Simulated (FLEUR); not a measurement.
Co:

```xyz
2
Lattice="2.4874 0.0000 0.0000 -1.2437 2.1541 0.0000 0.0000 0.0000 4.0633" Properties=species:S:1:pos:R:3 pbc="T T T"
Co    0.0000    1.4361    3.0074
Co    1.2437    0.7180    1.0559
```

Base run:

| Property | Result |
| --- | --- |
| Program | FLEUR MaX-R8.1 (later development tree) |
| Functional | TPSS |
| Potentials or basis | all-electron |
| Basis | FLAPW |
| Kmax | 4.67 1/bohr |
| k mesh | 12 × 12 × 7 |
| Occupations | fermi-dirac, width 0.05 eV |
| Spin | collinear spin, ferromagnetic start |
| Starting moments | [2.0, 2.0] μB |

Its results: net moment 3.34 μB per cell; site moments Co +1.75 μB.

Problem. After a change of settings the same cell gave: net moment 3.17 μB per cell; site moments Co +1.64 μB. Which change was it?
A. functional from TPSS to LDA
B. functional from TPSS to r2SCAN
C. functional from TPSS to SCAN

Solution. A.

Caveats: the meta-GGA is that of a development version, with a GGA for the radial functions and cores and without core tails (some runs).
